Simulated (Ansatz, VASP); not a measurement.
# One calculation of Al, two programs

```xyz
1
Lattice="0.0000 1.9835 1.9835 1.9835 0.0000 1.9835 1.9835 1.9835 0.0000" Properties=species:S:1:pos:R:3 pbc="T T T"
Al    0.0000    0.0000    0.0000
```

Alike in both runs: task single point; functional PBEsol; k mesh 14 × 14 × 14; occupations gaussian, width 0.05 eV; no spin polarisation.

```csv
,VASP,Ansatz
version,VASP 6.6.1,Ansatz 0.2.0
potentials or method,"VASP PAW PBE potentials, release 64 (Al)","scalar-relativistic, plane waves, PAW"
plane-wave cutoff (eV),520,420
valence electrons in the cell,3,3
```

```csv
,VASP,Ansatz,Ansatz less VASP
gap on the k mesh at the Fermi level (eV),none,none,-
pressure (GPa),3.0,3.0,-0.07
```

A gap of «none» marks a metal or a gap that the smearing closes.

Caveats: the PAW data sets were made with another functional, which shifts forces and pressure a little (VASP).
